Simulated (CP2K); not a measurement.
Runs of CP2K 2026.2 on Si. The structure is cubic, space group Fd-3m (No. 227). Conventional cell: a = 5.444 Å, b = 5.444 Å, c = 5.444 Å, α = 90.00°, β = 90.00°, γ = 90.00°. Si (site symmetry -43m) has 4 Si at 2.36 Å as nearest neighbours. 

```csv
task,level,potentials or basis,cell,k mesh,smearing,EPS_SCF,NGRIDS,EXTRAPOLATION,potentials,optimiser,gap on the mesh (eV),pressure (GPa),relaxed volume (Å³/atom)
relaxation of cell and atoms,BLYP+D4,GTH_POTENTIALS Si GTH-BLYP-q4; TZVP-MOLOPT-PBE-GTH basis,relaxed,8 × 8 × 8,fermi-dirac 0.05 eV,1.0E-6,5,USE_PREV_P,Si GTH-BLYP-q4 of GTH_POTENTIALS,BFGS,(a),0.0,19.72
band structure,LDA,GTH_POTENTIALS Si GTH-PADE-q4; TZVP-MOLOPT-PBE-GTH basis,as given,8 × 8 × 8,fermi-dirac 0.05 eV,1.0E-6,4,-,Si GTH-PADE-q4 of GTH_POTENTIALS,-,0.65,-2.8,-
band structure,PBE,POTENTIAL_UZH Si GTH-PBE-q4; TZVP-MOLOPT-PBE-GTH basis,as given,8 × 8 × 8,fermi-dirac 0.05 eV,1.0E-6,5,-,Si GTH-PBE-q4 of POTENTIAL_UZH,-,0.72,1.2,-
single point,PBE,POTENTIAL_UZH Si GTH-PBE-q4; TZVP-MOLOPT-PBE-GTH basis,as given,8 × 8 × 8,gaussian 0.03 eV,1.0E-6,5,-,Si GTH-PBE-q4 of POTENTIAL_UZH,-,0.72,1.2,-
relaxation of cell and atoms,revPBE,POTENTIAL_UZH Si GTH-PBE-q4; TZVP-MOLOPT-PBE-GTH basis,relaxed,8 × 8 × 8,fermi-dirac 0.05 eV,1.0E-6,5,USE_PREV_P,Si GTH-PBE-q4 of POTENTIAL_UZH,BFGS,(b),0.0,20.50
single point,PBE,POTENTIAL_UZH Si GTH-PBE-q4; TZVP-MOLOPT-PBE-GTH basis,as given,8 × 8 × 8,gaussian 0.011 eV,1.0E-6,4,-,Si GTH-PBE-q4 of POTENTIAL_UZH,-,0.72,1.2,-
single point,PBE,POTENTIAL_UZH Si GTH-PBE-q4; TZVP-MOLOPT-PBE-GTH basis,as given,8 × 8 × 8,gaussian 0.029 eV,1.0E-6,5,-,Si GTH-PBE-q4 of POTENTIAL_UZH,-,0.72,1.2,-
```

Alike in all rows: no spin polarisation.

Question: Estimate the missing entries.

Answer: (a) 0.93; (b) 0.79.

Caveats: the basis of atomic orbitals isn't converged, which shifts pressures, moduli and gaps; the potentials were made for another functional, which shifts forces and pressure (some runs); the real-space grid breaks the cell's symmetry a little (some runs).

A k mesh can miss the band edges.
